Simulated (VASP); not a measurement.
# BaS (Fm-3m) in VASP: settings compared

Aim: see how the results for BaS move with the level of theory and the settings. Levels: RPBE+D4, revPBE+D3(BJ), revPBE+D4, PBEsol. Tasks: relaxation of cell and atoms, single point.

All numbers are computed with VASP 6.6.1; they aren't measurements. Logs are shortened: lines on timing, memory, paths and dates and some standing lists are left out, and cuts for length are marked.

**Experimental background.**

A printed reference work, monograph, original work of 1988 reports, for a bulk crystal of BaS at 2 K: band gap 3.806 eV (indirect).

The results are compared with them further down.

**1. The cell of the first run**

It takes space group Fm-3m (No. 225, cubic). Conventional cell: a = 6.388 Å, b = 6.388 Å, c = 6.388 Å, α = 90.00°, β = 90.00°, γ = 90.00°. Within 4.2 Å of Ba (site symmetry m-3m) lie 6 S at 3.19 Å. S (site symmetry m-3m) has 6 Ba at 3.19 Å within 4.2 Å.

**2. Relaxation of cell and atoms, RPBE+D4**

Contents of INCAR:

```
ALGO = Normal ; EDIFF = 1E-6
EDIFFG = -0.01 ; ENCUT = 600
GGA = RP ; IBRION = 2
ISIF = 3 ; ISMEAR = -1
IVDW = 13 ; LASPH = T
LCHARG = F ; LREAL = F
LWAVE = F ; NELM = 60
NSW = 60 ; PREC = Accurate
SIGMA = 0.05
```

Contents of KPOINTS:

```
k-points
0
Gamma
  7 7 7
```

Contents of POSCAR:

```
BaS
1.0
    0.0000000000      3.1937500000      3.1937500000
    3.1937500000      0.0000000000      3.1937500000
    3.1937500000      3.1937500000      0.0000000000
Ba S
1 1
Direct
    0.0000000000      0.0000000000      0.0000000000
    0.5000000000      0.5000000000      0.5000000000
```

Potentials or basis: VASP PAW PBE potentials, release 64 (Ba_sv, S).

Launch:

```
> cat potpaw_PBE.64/Ba_sv/POTCAR potpaw_PBE.64/S/POTCAR > POTCAR
> mpirun -np 1 vasp_std > vasp.out
```

OUTCAR:

```text
EDIFF = 1E-6
   EDIFFG = -0.01
   ENCUT = 600
   GGA = RP
   IBRION = 2
   ISIF = 3
   ISMEAR = -1
   IVDW = 13
   LASPH = T
   LREAL = F
   NELM = 60
   NSW = 60
   PREC = Accurate

 ion  position               nearest neighbor table
   1  0.000  0.000  0.000-   2 3.19   2 3.19   2 3.19   2 3.19   2 3.19   2 3.19
   2  0.500  0.500  0.500-   1 3.19   1 3.19   1 3.19   1 3.19   1 3.19   1 3.19

  LATTYP: Found a face centered cubic cell.
 ALAT       =     6.3875000000

  Lattice vectors:

 A1 = (   0.0000000000,   3.1937500000,   3.1937500000)
 A2 = (   3.1937500000,   0.0000000000,   3.1937500000)
 A3 = (   3.1937500000,   3.1937500000,   0.0000000000)

Analysis of symmetry for initial positions (statically):
=====================================================================
 Subroutine PRICEL returns:
 Original cell was already a primitive cell.

 Routine SETGRP: Setting up the symmetry group for a
 face centered cubic supercell.

 Subroutine GETGRP returns: Found 48 space group operations
 (whereof 48 operations were pure point group operations)
 out of a pool of 48 trial point group operations.

The static configuration has the point symmetry O_h .

Analysis of symmetry for dynamics (positions and initial velocities):
=====================================================================
 Subroutine PRICEL returns:
 Original cell was already a primitive cell.

 Routine SETGRP: Setting up the symmetry group for a
 face centered cubic supercell.

 Subroutine GETGRP returns: Found 48 space group operations
 (whereof 48 operations were pure point group operations)
 out of a pool of 48 trial point group operations.

The dynamic configuration has the point symmetry O_h .

 Subroutine INISYM returns: Found 48 space group operations
 (whereof 48 operations are pure point group operations),
 and found     1 'primitive' translations

----------------------------------------------------------------------------------------

                                     Primitive cell

  volume of cell :      65.1527

  direct lattice vectors                    reciprocal lattice vectors
     0.000000000  3.193750000  3.193750000    -0.156555773  0.156555773  0.156555773
     3.193750000  0.000000000  3.193750000     0.156555773 -0.156555773  0.156555773
     3.193750000  3.193750000  0.000000000     0.156555773  0.156555773 -0.156555773

  length of vectors
     4.516644565  4.516644565  4.516644565     0.271162553  0.271162553  0.271162553

  position of ions in fractional coordinates (direct lattice)
     0.000000000  0.000000000  0.000000000
     0.500000000  0.500000000  0.500000000

  ion indices of the primitive-cell ions
   primitive index   ion index
                 1           1
                 2           2

----------------------------------------------------------------------------------------

 KPOINTS: k-points

Automatic generation of k-mesh.
 Grid dimensions read from file:
 generate k-points for:    7    7    7

 Generating k-lattice:

  Cartesian coordinates                     Fractional coordinates (reciprocal lattice)
    -0.022365110  0.022365110  0.022365110     0.142857143  0.000000000  0.000000000
     0.022365110 -0.022365110  0.022365110     0.000000000  0.142857143  0.000000000
     0.022365110  0.022365110 -0.022365110     0.000000000  0.000000000  0.142857143

  Length of vectors
     0.038737508  0.038737508  0.038737508

  Shift w.r.t. Gamma in fractional coordinates (k-lattice)
     0.000000000  0.000000000  0.000000000

 Subroutine IBZKPT returns following result:
 ===========================================

 Found     20 irreducible k-points:

 Following reciprocal coordinates:
            Coordinates               Weight
  0.000000  0.000000  0.000000      1.000000
  0.142857  0.000000  0.000000      8.000000
  0.285714  0.000000  0.000000      8.000000
  0.428571  0.000000  0.000000      8.000000
  0.142857  0.142857  0.000000      6.000000
  0.285714  0.142857  0.000000     24.000000
[... 12 lines left out ...]
 -0.428571  0.428571  0.142857     24.000000
 -0.285714  0.428571  0.142857     24.000000
   k-points           NKPTS =     20   k-points in BZ     NKDIM =     20   number of bands    NBANDS=     12
   number of dos      NEDOS =    301   number of ions     NIONS =      2
   total plane-waves  NPLWV =  46656
   dimension x,y,z NGX =    36 NGY =   36 NGZ =   36
   dimension x,y,z NGXF=    72 NGYF=   72 NGZF=   72
   ions per type =               1   1
   NGX,Y,Z   is equivalent  to a cutoff of  13.25, 13.25, 13.25 a.u.
   NGXF,Y,Z  is equivalent  to a cutoff of  26.50, 26.50, 26.50 a.u.
 SYSTEM =  unknown system
   PREC   = accura    normal or accurate (medium, high low for compatibility)
   ISTART =      0    job   : 0-new  1-cont  2-samecut
   ICHARG =      2    charge: 1-file 2-atom 10-const
   ISPIN  =      1    spin polarized calculation?
   LNONCOLLINEAR =      F non collinear calculations
   LSORBIT =      F    spin-orbit coupling
   LASPH  =      T    aspherical Exc in radial PAW
   ENCUT  =  600.0 eV  44.10 Ry    6.64 a.u.   9.02  9.02  9.02*2*pi/ulx,y,z
   NELM   =     60;   NELMIN=  2; NELMDL= -5     # of ELM steps
   EDIFF  = 0.1E-05   stopping-criterion for ELM
   LREAL  =      F    real-space projection
   EDIFFG = -.1E-01   stopping-criterion for IOM
   NSW    =     60    number of steps for IOM
   IBRION =      2    ionic relax: 0-MD 1-quasi-New 2-CG
   NFREE  =      1    steps in history (QN), initial steepest desc. (CG)
   ISIF   =      3    stress and relaxation
   ISYM   =      2    0-nonsym 1-usesym 2-fastsym
   POTIM  = 0.5000    time-step for ionic-motion
   TEBEG  =    0.0;   TEEND  =   0.0 temperature during run
   PSTRESS=    0.0 pullay stress
   NELECT =      16.0000    total number of electrons
   NUPDOWN=      -1.0000    fix difference up-down
   EMIN   =  10.00;   EMAX   =-10.00  energy-range for DOS
   EFERMI =   0.00;   METHOD = LEGACY
   ISMEAR =    -1;   SIGMA  =   0.05  broadening in eV -4-tet -1-fermi 0-gaus
   EFERMI_NEDOS =   21; number of points for ismear=-14 and -15
   IALGO  =     38    algorithm
   IMIX   =      4    mixing-type and parameters
     AMIX     =   0.40;   BMIX     =  1.00
     AMIX_MAG =   1.60;   BMIX_MAG =  1.00
  volume/ion in A,a.u.               =      32.58       219.84
  Fermi-wavevector in a.u.,A,eV,Ry     =   1.025189  1.937326 14.299891  1.051012
  Thomas-Fermi vector in A             =   2.159016
   LORBIT       =      0    0 simple, 1 ext, 2 COOP (PROOUT), +10 PAW based schemes
   GGA     = RP    functional components
   LHFCALC =     F    Hartree Fock is set to
   AEXX    =    0.0000 exact exchange contribution
   IVDW    =    13    specifies the selected vdW correction
   LEPSILON=     F    determine dielectric tensor
   LRPA    =     F    only Hartree local field effects (RPA)
 conjugate gradient relaxation of ions
 non-spin polarized calculation
  energy-cutoff  :      600.00
  volume of cell :       65.15
 maximum number of plane-waves:      2186
   NGX = 17   NGY = 17   NGZ = 17

--------------------------------------- Ionic step        1  -------------------------------------------

 number of electron      16.0000001 magnetization

 Free energy of the ion-electron system (eV)
  ---------------------------------------------------
  ext. energy  EPLUGINS =         0.00000000
  ---------------------------------------------------
  free energy    TOTEN  =        -9.61317013 eV

  energy without entropy =       -9.61317013  energy(sigma->0) =       -9.61317013

------------------------ aborting loop because EDIFF is reached ----------------------------------------

  DFT-D4 for vdW energy calculation

  Edisp (eV):   -0.78328

  FORCE on cell =-STRESS in cart. coord.  units (eV):
  Direction    XX          YY          ZZ          XY          YZ          ZX
  --------------------------------------------------------------------------------------
  -------------------------------------------------------------------------------------
  Total       0.43453     0.43453     0.43453     0.00000     0.00000     0.00000
  in kB      10.68555    10.68555    10.68555     0.00000     0.00000     0.00000
  external pressure =       10.69 kB  Pullay stress =        0.00 kB

 VOLUME and BASIS-vectors are now :
 -----------------------------------------------------------------------------
  energy-cutoff  :      600.00
  volume of cell :       65.15
      direct lattice vectors                 reciprocal lattice vectors
     0.000000000  3.193750000  3.193750000    -0.156555773  0.156555773  0.156555773
     3.193750000  0.000000000  3.193750000     0.156555773 -0.156555773  0.156555773
     3.193750000  3.193750000  0.000000000     0.156555773  0.156555773 -0.156555773
[... 41 lines left out ...]
 POSITION                                       TOTAL-FORCE (eV/Angst)
 -----------------------------------------------------------------------------------
      3.22723      3.22723      6.45445         0.000000      0.000000     -0.000000
      3.22723      3.22723      3.22723        -0.000000     -0.000000      0.000000
 -----------------------------------------------------------------------------------
    total drift:                                0.000000      0.000000      0.000000

  FREE ENERGIE OF THE ION-ELECTRON SYSTEM (eV)
  ---------------------------------------------------
  free  energy   TOTEN  =       -10.4014524464 eV

  energy  without entropy=      -10.4014524463  energy(sigma->0) =      -10.40145245

--------------------------------------- Ionic step        3  -------------------------------------------

 number of electron      16.0000001 magnetization

 Free energy of the ion-electron system (eV)
  ---------------------------------------------------
  ext. energy  EPLUGINS =         0.00000000
  ---------------------------------------------------
  free energy    TOTEN  =        -9.63803974 eV

  energy without entropy =       -9.63803974  energy(sigma->0) =       -9.63803974

 E-fermi :   2.4309     XC(G=0):  -8.3028

 val. band max:        1.4441239096   @ k =   0.0000   0.0000   0.0000
 cond. band min:       3.7939530942   @ k =   0.4286   0.4286   0.0000
 fundamental gap:      2.3498291847
 Fermi energy:         2.4309341669

 k-point     1 :       0.0000    0.0000    0.0000
  band No.  band energies     occupation
      1     -24.7524      2.00000
      2      -9.8269      2.00000
      3      -9.8269      2.00000
      4      -9.8269      2.00000
      5      -8.8613      2.00000
      6       1.4441      2.00000
      7       1.4441      2.00000
      8       1.4441      2.00000
      9       5.1583      0.00000
     10       5.4065      0.00000
     11       5.4065      0.00000
     12       5.4065      0.00000

 k-point     2 :       0.1429    0.0000    0.0000
  band No.  band energies     occupation
      1     -24.7452      2.00000
      2     -10.1242      2.00000
      3      -9.8334      2.00000
      4      -9.8334      2.00000
      5      -8.5459      2.00000
      6       0.9707      2.00000
      7       1.1962      2.00000
      8       1.1962      2.00000
      9       5.4320      0.00000
     10       5.6975      0.00000
     11       5.6975      0.00000
     12       5.8775      0.00000
[... 294 lines left out ...]
 POSITION                                       TOTAL-FORCE (eV/Angst)
 -----------------------------------------------------------------------------------
      0.00000      0.00000      0.00000         0.000000      0.000000     -0.000000
      3.22039      3.22039      3.22039        -0.000000     -0.000000      0.000000
 -----------------------------------------------------------------------------------
    total drift:                                0.000000      0.000000      0.000000

  FREE ENERGIE OF THE ION-ELECTRON SYSTEM (eV)
  ---------------------------------------------------
  free  energy   TOTEN  =       -10.4017910058 eV

  energy  without entropy=      -10.4017910057  energy(sigma->0) =      -10.40179101

 reached required accuracy - stopping structural energy minimisation
```

Wall time 41 s (1 thread of Intel Xeon 6975P-C, shared host); peak memory 0.22 GiB.

Results:

```
Free energy                            : -10.4018 eV
Relaxed volume                         : 33.40 Å³/atom
Relaxed cell                           : a = 4.554 Å, b = 4.554 Å, c = 4.554 Å, α = 60.00°, β = 60.00°, γ = 60.00°
Space group after relaxing (to 0.05 Å) : Fm-3m (No. 225)
Energy gained by relaxing              : 2.7 meV/atom
Ionic steps                            : 3
Pressure after relaxing                : 0.0 GPa
Band gap on the k mesh                 : 2.35 eV, indirect (least direct gap 2.50 eV)
Dispersion energy per atom             : -0.382 eV
```

The path:
| step | energy change (eV) | largest force (eV/Å) | pressure (GPa) | volume (Å³) |
| --- | --- | --- | --- | --- |
| 1 | 0.0000 | 0.0000 | 1.07 | 65.15 |
| 2 | -0.0050 | 0.0000 | -0.25 | 67.22 |
| 3 | -0.0053 | 0.0000 | 0.00 | 66.80 |

Final structure:
```yaml
crystal:
  lattice:
    - [0.00000, 3.22039, 3.22039]
    - [3.22039, 0.00000, 3.22039]
    - [3.22039, 3.22039, 0.00000]
  atoms:
    - { symbol: Ba, position: [0.00000, 0.00000, 0.00000] }
    - { symbol: S, position: [0.50000, 0.50000, 0.50000] }
```

Levels at points of the mesh, in eV from the valence-band top:
| k point | band 5 | band 6 | band 7 | band 8 | band 9 | band 10 | band 11 | band 12 |
| --- | --- | --- | --- | --- | --- | --- | --- | --- |
| (0.00, 0.00, 0.00) | -10.31 | 0.00 | 0.00 | 0.00 | 3.71 | 3.96 | 3.96 | 3.96 |

Caveat: the PAW data sets were made with another functional, which shifts forces and pressure a little; spin-orbit coupling is left out, which moves the levels of the heavy elements.

[end of part 1 of 2]
